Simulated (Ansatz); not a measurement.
# Ti2NS2 MXene monolayer in a perpendicular field

Wanted: the out-of-plane response of the Ti2NS2 MXene monolayer. A positive field points along +c.

Main program and level: Ansatz 0.2.0; plane-wave DFT, PBE-D3(BJ), Ansatz PAW.

## 1. Starting point

The cell holds 5 atoms: 2 S, 2 Ti and 1 N. Its edges and angles: a = 3.029 Å, b = 3.029 Å, c = 42.835 Å, α = 90.0°, β = 90.0°, γ = 120.0°. Vacuum lies along c.

## 2. Relaxation

The starting cell is a guess, so the in-plane lattice and the atoms are relaxed first, with the slab cut off from its images along the normal.

File input.yaml:

```yaml
crystal:
  lattice:
    - [3.02874, 0.0, 0.0]
    - [-1.51437, 2.6229657815, 0.0]
    - [0.0, 0.0, 42.8354521808]
  atoms:
    - { symbol: S, position: [0.3333333333, 0.6666666667, 0.4307179932] }
    - { symbol: Ti, position: [0.6666666667, 0.3333333333, 0.472101144], spin: 1.0 }
    - { symbol: "N", position: [0.0, 0.0, 0.5] }
    - { symbol: Ti, position: [0.3333333333, 0.6666666667, 0.527898856], spin: 1.0 }
    - { symbol: S, position: [0.6666666667, 0.3333333333, 0.5692820068] }
  periodic: [true, true, false]
magnetization:
  spin_polarized: true
kpoints:
  mp_grid: { grid: [12, 12, 1] }
hamiltonian:
  xc: pbe
  dispersion: d3bj
scf:
  occupations: { method: fermi_dirac, width: 0.05 }
  convergence: { dr2_threshold: 1.0e-09 }
relax:
  f_tol: 0.004
  max_steps: 90
  cell: {}
output:
  write_potential: true
  write_density: true
  volumetric_format: npy
```

On the command line:

```console
> ansatz run input.yaml --threads 4 --pin off --max-ram 6144MiB --backend cpu --events-out ev --progress --plain --runs-dir out
```

Numbers of over 12 decimals in the logs are rounded to 6 here.

Output:

```text
Warning: relax.cell: scf.convergence.dr2_threshold = 1e-9 eV is looser than the 1.96897962284e-10 eV advised for a relaxation that steers and ends on the stress (1e-10 eV for each atom of the cell: 5, times the square of relax.cell.stress_2d_tol = 0.05 N/m over 15.9 Å (the atoms' height at the walk's start and 5 Å past either face), 3.138e-2 GPa, over a crystal's default 0.05). What an SCF threshold leaves in a stress goes as its square root, and in the free energy as the threshold itself, and one threshold admits the most on a small cell: [figures from the program's tests cut] Set scf.convergence.dr2_threshold to 1.96897962284e-10 eV or tighter. [rest of the remark cut]
Engine: ansatz 0.2.0, x86_64-unknown-linux-gnu
Pseudopotentials: kind: paw
Pseudopotential: S, paw, valence charge 6, recommended cutoff 420 eV (normal), S.paw.azcp
Pseudopotential: Ti, paw, valence charge 12, recommended cutoff 420 eV (normal), Ti.paw.azcp
Pseudopotential: N, paw, valence charge 5, recommended cutoff 420 eV (normal), N.paw.azcp
Functional definition: PBE
  parameter kappa = 0.804
  parameter beta = 0.066725
  exchange = pbe_x(kappa = kappa, mu = beta*pi^2/3)
  correlation = pbe_c(beta = beta)
Crystal: 5 atoms, lattice volume = 340.297 Å³
Basis set: ecut = 420 eV, 6563 PW (Γ), exchange–correlation on 48×48×576 points (8 copies of the dense FFT grid, shifted against one another)
Bands: 27, of which v1, the nominal top of the filled ones, is band 21 counted from 1 (20 counted from 0)
Symmetry: 12 space group operations
Space group: P-3m1 (ITA 164), of the structure as read, at distance tolerance 7.0e-5 Å
Magnetic group: BNS 164.85 (UNI 1315), of the structure as read, at distance tolerance 7.0e-5 Å
k-points: 19 of 144
Non-local potential: S, projectors of the file, l = 0: 2, l = 1: 2, l = 2: 2
Non-local potential: Ti, projectors of the file, l = 0: 3, l = 1: 2, l = 2: 3, l = 3: 1
Non-local potential: N, projectors of the file, l = 0: 2, l = 1: 2, l = 2: 1
PAW form: soft (Blöchl's): semilocal exchange-correlation on the pseudo side does not see the compensation charge
PAW one-centre angular grid: S, 110 points (default); XC on 64 Gauss nodes
PAW one-centre angular grid: Ti, 590 points (default); XC on 64 Gauss nodes
PAW one-centre angular grid: N, 110 points (default); XC on 64 Gauss nodes
Initial density: superposition of atomic densities (neutral atoms: chi_scale 0, normalization atom)
Starting moments: Σ|m| = 2 μB on 2 of 5 sites
Initial wavefunctions: pseudopotential atomic-orbital guess
Functional: x = pbe(κ = 0.804, μ = 0.219515), c = pbe(β = 0.066725)
SCF iter   1: F=—  HF=-7198.969333 eV  |F-HF|=—  |Δ(HF+E_count)|=         —  Δρ=3.02e-2 (↑3.02e-2 ↓2.31e-2)  dr2=1.37e1  dr2_m=3.38e-1  M=0.886 μB ∫|m|=1.028 μB  β_m=0.30  ethr=3.10e-3  ⟨swp⟩=13.1  Hψ=7514  notcnv=0
Mixer restart at iter 1: flushing history
preconditioner: auto → LDOS  [metal: Δε(μ)=0.073 eV  Ē_g=8.980 eV  σ=0.050 eV  W_gap=0.32  n_scr=26 (ndim 8)  ℏωp=10.1 eV  f_vac=0.768  D(μ)=1.95/eV (n_scr^D=12)]
spin=Collinear: LDOS preconditioning applied to the charge; magnetization (m = ρ↑ − ρ↓) channel mixes plain (no charge-response kernel on spin).
SCF iter   2: F=—  HF=-7196.126209 eV  |F-HF|=—  |Δ(HF+E_count)|=    2.84e0  Δρ=1.65e-2 (↑1.65e-2 ↓1.04e-2)  dr2=2.55e0  dr2_m=1.96e-1  M=0.743 μB ∫|m|=0.944 μB  β_m=0.42  ethr=3.10e-3  ⟨swp⟩=4.2  Hψ=2664  notcnv=0  defer=35
SCF iter   3: F=—  HF=-7195.561800 eV  |F-HF|=—  |Δ(HF+E_count)|=   5.64e-1  Δρ=6.37e-3 (↑6.37e-3 ↓5.24e-3)  dr2=1.68e-1  dr2_m=6.29e-2  M=0.571 μB ∫|m|=0.759 μB  β_m=0.66  ethr=3.10e-3  ⟨swp⟩=3.5  Hψ=2328  notcnv=0  defer=32
SCF iter   4: F=—  HF=-7195.745000 eV  |F-HF|=—  |Δ(HF+E_count)|=         —  Δρ=6.00e-3 (↑6.00e-3 ↓3.05e-3)  dr2=8.80e-2  dr2_m=5.69e-2  M=0.129 μB ∫|m|=0.239 μB  β_m=0.66  ethr=4.10e-4  ⟨swp⟩=4.4  Hψ=2806  notcnv=0  defer=31
SCF iter   5: F=—  HF=-7195.721289 eV  |F-HF|=—  |Δ(HF+E_count)|=   2.37e-2  Δρ=1.35e-3 (↑1.31e-3 ↓1.35e-3)  dr2=6.61e-3  dr2_m=4.85e-3  M=0.056 μB ∫|m|=0.115 μB  β_m=0.80  ethr=2.15e-4  ⟨swp⟩=3.2  Hψ=2148  notcnv=0  defer=31
SCF iter   6: F=—  HF=-7195.723109 eV  |F-HF|=—  |Δ(HF+E_count)|=   1.82e-3  Δρ=7.92e-4 (↑4.38e-4 ↓7.92e-4)  dr2=1.83e-3  dr2_m=7.29e-4  M=0.021 μB ∫|m|=0.047 μB  β_m=0.76  ethr=1.61e-5  ⟨swp⟩=3.3  Hψ=2552  notcnv=0  defer=31
SCF iter   7: F=—  HF=-7195.722603 eV  |F-HF|=—  |Δ(HF+E_count)|=   5.06e-4  Δρ=2.60e-4 (↑2.60e-4 ↓1.91e-4)  dr2=8.92e-5  dr2_m=1.45e-4  M=0.008 μB ∫|m|=0.021 μB  β_m=0.77  ethr=4.45e-6  ⟨swp⟩=3.3  Hψ=2540  notcnv=0  defer=29
SCF iter   8: F=—  HF=-7195.722679 eV  |F-HF|=—  |Δ(HF+E_count)|=   7.57e-5  Δρ=8.14e-5 (↑8.14e-5 ↓5.49e-5)  dr2=6.41e-5  dr2_m=1.12e-5  M=0.002 μB ∫|m|=0.007 μB  β_m=0.74  ethr=2.18e-7  ⟨swp⟩=3.8  Hψ=2362  notcnv=0  defer=29
SCF iter   9: F=—  HF=-7195.722678 eV  |F-HF|=—  |Δ(HF+E_count)|=   9.11e-7  Δρ=2.24e-5 (↑2.24e-5 ↓2.17e-5)  dr2=4.19e-7  dr2_m=1.37e-6  M=0.001 μB ∫|m|=0.003 μB  β_m=0.85  ethr=1.56e-7  ⟨swp⟩=2.6  Hψ=1611  notcnv=0  defer=29
SCF iter  10: F=—  HF=-7195.722681 eV  |F-HF|=—  |Δ(HF+E_count)|=   3.10e-6  Δρ=5.37e-6 (↑4.48e-6 ↓5.37e-6)  dr2=2.00e-7  dr2_m=6.04e-8  M=-0.000 μB ∫|m|=0.000 μB  β_m=0.89  ethr=1.02e-9  ⟨swp⟩=4.4  Hψ=2703  notcnv=0  defer=29
SCF iter  11: F=—  HF=-7195.722681 eV  |F-HF|=—  |Δ(HF+E_count)|=   2.23e-7  Δρ=9.61e-7 (↑6.74e-7 ↓9.61e-7)  dr2=2.79e-9  dr2_m=9.37e-10  M=-0.000 μB ∫|m|=0.000 μB  β_m=0.86  ethr=4.88e-10  ⟨swp⟩=3.0  Hψ=1842  notcnv=0  defer=29
SCF iter  12: F=—  HF=-7195.722681 eV  |F-HF|=—  |Δ(HF+E_count)|=   2.38e-8  Δρ=2.68e-7 (↑2.68e-7 ↓2.35e-7)  dr2=3.52e-10  dr2_m=9.91e-11  M=-0.000 μB ∫|m|=0.000 μB  β_m=0.87  ethr=6.80e-12  ⟨swp⟩=3.5  Hψ=2524  notcnv=0  defer=29
SCF iter  13: F=-7195.722681 eV  HF=-7195.722681 eV  |F-HF|=4.53e-10  |Δ(HF+E_count)|=   6.27e-9  Δρ=8.74e-8 (↑8.74e-8 ↓8.41e-8)  dr2=5.25e-11  dr2_m=9.65e-12  M=-0.000 μB ∫|m|=0.000 μB  ethr=1.00e-12  ⟨swp⟩=7.9  Hψ=7554  notcnv=0
WARN: the starting moments were not kept: the SCF closed with an absolute magnetisation of 6.9e-6 μB, where they sum to 2 μB in size (2 sites). That is at most 0.1 of that sum. Measured as dr2_m measures the in/out step, that magnetisation stands 4.2e-12 eV from none, at or under the dr2_threshold of 1.0e-9 eV: it is no larger than a step whose dr2_m would equal this threshold. The system may hold no moment; this SCF [...]
SCF 1 converged in 13 iterations: F = -7195.722681 eV  dr2 = 5.25e-11
  greatest PAW one-centre occupation: 0.999 electrons in one spin orbital (limit 2), on the Ti atom at site 3 (counted from 0), in its partial waves of l = 0
[...]
relax step   6: F+E_penalty+E_count = -7196.28617834 eV  Δ(F+E_penalty+E_count) = -1.125e-5 eV  max|allowed force component| = 4.933e-4 eV/Å  Δτ_max = 0.0006 Å  P = +0.000 N/m  Ω = 366.484 Å³  energy of the carried Pulay correction = -4.541e-3 eV  fix = [c, alpha, beta]  reactions: c +0.000 N/m  (5 SCF iters, accepted)
[...]
relax step   7: F+E_penalty+E_count = -7196.29315219 eV  Δ(F+E_penalty+E_count) = -6.974e-3 eV  max|allowed force component| = 1.938e-4 eV/Å  Δτ_max = 0.0000 Å  P = +0.146 N/m  Ω = 366.484 Å³  fix = [c, alpha, beta]  reactions: c +0.000 N/m  stress off target by 1.46e-1 N/m on what of the cell is left free  SCF on the basis re-selected at this cell (its energy is not comparable with the rows above)  (6 SCF iters)
[...]
relax step   8: F+E_penalty+E_count = -7196.29312837 eV  Δ(F+E_penalty+E_count) = +2.382e-5 eV  max|allowed force component| = 1.902e-4 eV/Å  Δτ_max = 0.0009 Å  P = +0.003 N/m  Ω = 366.886 Å³  energy of the carried Pulay correction = -6.745e-5 eV  fix = [c, alpha, beta]  reactions: c +0.000 N/m  (7 SCF iters, accepted)
iter 1 solved again at ethr=2.20e-7 eV; its pass at ethr=3.10e-3 eV (dr2=9.02e-5 eV) is discarded
SCF iter   1: F=—  HF=-7196.292961 eV  |F-HF|=—  |Δ(HF+E_count)|=         —  Δρ=6.96e-6 (↑6.95e-6 ↓6.96e-6)  dr2=2.09e-8  dr2_m=2.63e-11  M=-0.000 μB ∫|m|=0.000 μB  β_m=0.65  ethr=2.20e-7  ⟨swp⟩=6.8  Hψ=12838  notcnv=0
eigensolver tolerance schedule: the retry pair's looser diagonalisation over-reported the residual by 4325.62 of it (diagonalisation noise at 0.44 of the residual, at the tolerance the schedule requests for it); recorded, not acted on — ethr = c·dr2/N_el stays at c = 1.0e-1
preconditioner: auto → LDOS  [metal: Δε(μ)=0.051 eV  Ē_g=7.710 eV  σ=0.050 eV  W_gap=0.25  n_scr=22 (ndim 8)  ℏωp=9.7 eV  f_vac=0.785  D(μ)=2.23/eV (n_scr^D=14)]
spin=Collinear: LDOS preconditioning applied to the charge; magnetization (m = ρ↑ − ρ↓) channel mixes plain (no charge-response kernel on spin).
SCF iter   2: F=—  HF=-7196.293141 eV  |F-HF|=—  |Δ(HF+E_count)|=   1.80e-4  Δρ=2.48e-6 (↑2.48e-6 ↓2.47e-6)  dr2=8.08e-9  dr2_m=1.03e-11  M=-0.000 μB ∫|m|=0.000 μB  β_m=0.51  ethr=5.09e-11  ⟨swp⟩=5.7  Hψ=3861  notcnv=0
SCF iter   3: F=—  HF=-7196.293172 eV  |F-HF|=—  |Δ(HF+E_count)|=   3.07e-5  Δρ=1.39e-6 (↑1.39e-6 ↓1.39e-6)  dr2=8.57e-10  dr2_m=6.14e-12  M=-0.000 μB ∫|m|=0.000 μB  β_m=0.62  ethr=1.97e-11  ⟨swp⟩=3.3  Hψ=1810  notcnv=0
SCF iter   4: F=-7196.293199 eV  HF=-7196.293198 eV  |F-HF|=7.71e-7  |Δ(HF+E_count)|=   2.65e-5  Δρ=1.24e-7 (↑1.13e-7 ↓1.24e-7)  dr2=8.69e-11  dr2_m=9.59e-13  M=-0.000 μB ∫|m|=0.000 μB  ethr=2.09e-12  ⟨swp⟩=11.9  Hψ=8730  notcnv=0
the starting moments were not kept: the SCF closed with an absolute magnetisation of 2.7e-6 μB, where they sum to 2 μB in size (2 sites). That is at most 0.1 of that sum. Measured as dr2_m measures the in/out step, that magnetisation stands 9.3e-13 eV from none, at or under the dr2_threshold of 1.0e-9 eV: it is no larger than a step whose dr2_m would equal this threshold.
SCF 9 converged in 4 iterations: F = -7196.293199 eV  dr2 = 8.69e-11
relax step   9: F+E_penalty+E_count = -7196.29319909 eV  Δ(F+E_penalty+E_count) = -7.072e-5 eV  max|allowed force component| = 1.884e-4 eV/Å  Δτ_max = 0.0000 Å  P = +0.003 N/m  Ω = 366.886 Å³  fix = [c, alpha, beta]  reactions: c +0.000 N/m  stress off target by 3.28e-3 N/m on what of the cell is left free  SCF on the basis re-selected at this cell (its energy is not comparable with the rows above)  (4 SCF iters)
basis re-selected at this cell: Δ(F+E_penalty+E_count) = -7.072e-5 eV, ΔP = +0.000 N/m vs the last step (what re-selecting the basis moved, of the pressure what is left beyond the Pulay correction that the steps carried, after the strain that the cell walked since its last selection, with what the two solves' SCF thresholds leave and, on support functions, any second-order correction that the steps lacked; it is no m [...]
WARN: The input density's exchange-correlation potential varies sharply where the density is thin. Do not read a vacuum level from v_tot or v_xc, or from such a field of the output density. On a cell that repeats whose density bears no net charge and no dipole along the vacuum's axis use v_es (v_loc + v_h of the components); under efield.dipole_correction with no amplitude use v_es + v_field, which holds any external [...]
SCF converged after 4 iterations
Magnetization: -0.0000 μB (20.5000 up, 20.5000 down)
Absolute magnetization: 0.0000 μB (∫|ρ↑−ρ↓|, with the PAW one-centre terms)
Spin contamination: 0.0000 ħ² per cell (⟨S²⟩ above its minimum at these occupations)
Per-site moments (μB) at R_I (Å): [(1.5497258103290684e-7, 0.983741), (-5.708056405317506e-7, 0.889785), (3.995406680171038e-7, 0.889785), (-5.708056405666985e-7, 0.889785), (1.5497258102735856e-7, 0.983741)]
Free energy (F): -7196.293199 eV
Harris-Foulkes:  -7196.293198 eV  (|F-HF|=7.71e-7)
Internal energy: -7196.276056 eV  (E = F + TS)
E sigma→0 (E₀):  -7196.284628 eV
Entropy (-TS):   -0.017143 eV (-3.429 meV/atom)
Fermi energy:    -5.746107 eV
--- Per-component energies (eV) ---
  E_band       = -1010.323922
  E_kinetic    = 893.698436
  E_local      = -155824.529797  (includes V_loc(G=0)·N_el)
  E_nonlocal   = 114.786410
  E_hartree    = 77336.956518
  E_xc         = -453.053873
  E_vxc        = -500.331717  (∫ρ·V_xc dr)
  E_paw        = -3421.219184  (= ΣΔE_a)
  E_vpaw       = -367.862655  (= ΣTr[D̂ρ^β])
  E_aug_tail   = 0.000319  (compensation charges beyond the density's cutoff)
  E_ewald      = 74158.862015
  E_disp       = -1.776900  (pairwise vdW)
  E_smearing   = -0.017143  (= −TS)
  E_closure    = -0.000000  (closes the sum)
  Σ components = -7196.293199   (vs F -7196.293199, Δ=0.00e0)
--- Forces (eV/Å), atoms counted from 1 ---
  atom   1  S     -0.00000000     0.00000000     0.00005985
  atom   2  Ti     0.00000000    -0.00000000    -0.00018838
  atom   3  N      0.00000000    -0.00000000     0.00000000
  atom   4  Ti     0.00000000     0.00000000     0.00018838
  atom   5  S     -0.00000000    -0.00000000    -0.00005985
  max |Σ_I F_I| component: 4.63e-18 eV/Å
--- 2D stress c σ (N/m, compression-positive) ---
        0.003281      -0.000000      -0.000000
       -0.000000       0.003281       0.000000
       -0.000000       0.000000       0.000000
  P = ½ c Tr σ = 0.0033 N/m
--- Band table (eV; the first three rows and the last of 38) ---
  k-point 0 ↑: bands = [... 17 lower, -6.8857, -5.5548, -5.5548, -5.4365, -5.4365, -5.2314, -4.2031, -4.2031, ... 2 higher]
  k-point 1 ↑: bands = [... 17 lower, -6.8358, -6.3690, -6.0885, -5.4609, -4.9558, -4.8653, -4.2278, -4.1164, ... 2 higher]
  k-point 2 ↑: bands = [... 17 lower, -7.0007, -6.9908, -6.4969, -5.8434, -4.7244, -4.5547, -4.1797, -3.7248, ... 2 higher]
  k-point 18 ↓: bands = [... 17 lower, -9.2333, -8.3930, -8.3930, -4.5460, -4.5460, -4.3871, -3.3992, -3.3992, ... 2 higher]
  the weakly bound empty levels are not read free of the cell's end (no_gap_told)
--- Relaxed structure (7 steps of the walk, 7 accepted, 2 SCFs on fresh bases) ---
  F+E_penalty+E_count = -7196.29319909 eV   max|allowed force component| = 1.884e-4 eV/Å   (the final SCF, on the basis selected at the relaxed cell)
  cell:  # Å, volume = 366.8859 Å³
    - [3.144840, 0, 0]
    - [-1.572420, 2.723511, 0]
    - [0, 0, 42.8354521808]
  atoms:
    - { symbol: S, position: [0.333333, 0.666667, 0.436717] }
    - { symbol: Ti, position: [0.666667, 0.333333, 0.472813] }
    - { symbol: N, position: [0, 0, 0.5] }
    - { symbol: Ti, position: [0.333333, 0.666667, 0.527187] }
    - { symbol: S, position: [0.666667, 0.333333, 0.563283] }
```

Run time: 66 s. Hardware: 4 threads of Intel Xeon Platinum 8259CL at 2.50GHz (Skylake/Cascade Lake), shared host; peak memory 1 GiB.

Relaxation path:

| step | energy less that of the first step (eV) | largest force component (eV/Å) | volume (Å³) |
| --- | --- | --- | --- |
| 1 | 0.0000 | 1.7764 | 340.30 |
| 2 | -0.4843 | 0.7662 | 353.10 |
| 3 | -0.5496 | 0.4296 | 367.18 |
| 4 | -0.5631 | 0.0492 | 367.03 |
| 5 | -0.5635 | 0.0046 | 366.54 |
| 6 | -0.5635 | 0.0005 | 366.48 |
| 7* | -0.5705 | 0.0002 | 366.48 |
| 8 | -0.5704 | 0.0002 | 366.89 |
| 9* | -0.5705 | 0.0002 | 366.89 |

Relaxation steps marked * repeat the geometry before them on a plane-wave basis chosen anew for their cell, so energy and pressure can jump there.

Forces are held to the 12 operations that the run works with; a distortion that breaks them can't arise in this run.

| cell as run | before | after | change |
| --- | --- | --- | --- |
| a (Å) | 3.029 | 3.145 | +3.8 % |
| b (Å) | 3.029 | 3.145 | +3.8 % |

The atoms that moved most (Å, along periodic axes as changes of fractional coordinates times the final cell, across vacuum about the mean position):

| atom | dx | dy | dz | length |
| --- | --- | --- | --- | --- |
| S1 | 0.000 | 0.000 | 0.257 | 0.257 |
| S5 | 0.000 | 0.000 | -0.257 | 0.257 |
| Ti4 | 0.000 | 0.000 | -0.030 | 0.030 |
| Ti2 | 0.000 | 0.000 | 0.030 | 0.030 |

Final coordinates:

```xyz
5
Lattice="3.1448 0.0000 0.0000 -1.5724 2.7235 0.0000 0.0000 0.0000 42.8355" Properties=species:S:1:pos:R:3
S     0.0000    1.8157   18.7070
Ti    1.5724    0.9078   20.2532
N     0.0000    0.0000   21.4177
Ti    0.0000    1.8157   22.5823
S     1.5724    0.9078   24.1285
```

Numbers from this step:

* energy at zero smearing: -7196.2846 eV

The lattice constant a goes from 3.029 to 3.145 Å.

(Continued in part 2 of 3.)

[Logs are printed without paths, hosts, clocks, repeated set-up lines and the standing remarks that a program may print on its own settings, such as how far it seeks lower states.]

[Hosts, paths, dates, database ids (printed as entryN), source tags and the programs' standing remarks are cut or masked in the printed files.]

[Maps of the electrostatic potential energy from Ansatz leave out the sawtooth potential of an applied field or a dipole correction, so their vacuum need not be flat; planar profiles and work functions include it.]
